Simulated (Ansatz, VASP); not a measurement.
SnO2: VASP beside Ansatz

```
CELL_PARAMETERS angstrom
4.72604 0.00000 0.00000
0.00000 4.72630 0.00000
0.00000 0.00000 3.20864
ATOMIC_POSITIONS crystal
Sn 0.50000 0.50000 0.50000
Sn 0.00000 0.00000 0.00000
O 0.30568 0.30576 0.00000
O 0.80568 0.19424 0.50000
O 0.19432 0.80576 0.50000
O 0.69432 0.69424 0.00000
```

Alike in both runs: functional PBE; k mesh 6 × 6 × 8; occupations gaussian, width 0.02 eV; no spin polarisation.

Ansatz relaxed the structure, and its values are those at the end. VASP's run is a single point on that final structure, the one shown.

```csv
,VASP,Ansatz
version,VASP 6.6.1,Ansatz 0.2.0
potentials or method,"VASP PAW PBE potentials, release 64 (Sn_d, O)","scalar-relativistic, plane waves, PAW"
plane-wave cutoff (eV),520,420
valence electrons in the cell,52,52
```

Ansatz gave:

| Quantity | Value |
| --- | --- |
| gap on the k mesh at the Fermi level (eV) | 1.20 |
| least direct gap on the mesh (eV) | 1.20 |
| pressure (GPa) | 10.0 |
| rms of the force components (eV/Å) | 0.001 |

Q: Which values does VASP return?

A: gap on the k mesh at the Fermi level (eV): 1.19; least direct gap on the mesh (eV): 1.19; pressure (GPa): 10.7; rms of the force components (eV/Å): 0.007.

Caveats: spin-orbit coupling is left out, which moves the levels of the heavy elements. As with any semilocal functional, this PBE gap is likely too small.
